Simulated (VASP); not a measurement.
Bi2Se3 (Paraguanajuatite), 5 atoms in the cell. The structure is trigonal, space group R-3m (No. 166). The conventional cell has a = 4.131 Å, b = 4.131 Å, c = 28.583 Å, α = 90.00°, β = 90.00°, γ = 120.00°. Around Bi (site symmetry 3m) lie 6 Se at 2.86 to 3.06 Å. Around Se (site symmetry -3m) lie 6 Bi at 3.06 Å. Around Se (site symmetry 3m) lie 3 Bi at 2.86 Å. 

| Property | Result |
| --- | --- |
| Program | VASP 6.6.1 |
| Task | relaxation of cell and atoms |
| Functional | PBEsol |
| Potentials or basis | VASP PAW PBE potentials, release 64 (Bi_d, Se) |
| Cutoff | 600 eV |
| k mesh | 9 × 9 × 8 |
| Occupations | gaussian, width 0.03 eV |
| Spin | no spin polarisation |
| Further INCAR settings | ALGO = Normal; EDIFF = 1e-07; IBRION = 2; EDIFFG = -0.005; NSW = 90; ISIF = 3 |

Potentials or basis: VASP PAW PBE potentials, release 64 (Bi_d, Se).

Command:

```bash
$ cat potpaw_PBE.64/Bi_d/POTCAR potpaw_PBE.64/Se/POTCAR > POTCAR
$ mpirun -np 1 vasp_std > vasp.out
```

Hardware: 1 thread of Intel(R) Xeon(R) Platinum 8488C (Sapphire Rapids), with other jobs on the host.

**Question.** How long does it take, and how much memory?

**Answer.** Run time: 56 min on 1 thread of Intel(R) Xeon(R) Platinum 8488C (Sapphire Rapids), with other jobs on the host, peak memory 1.4 GiB. Counts: scf iterations 15, k points 185, ion steps 1.
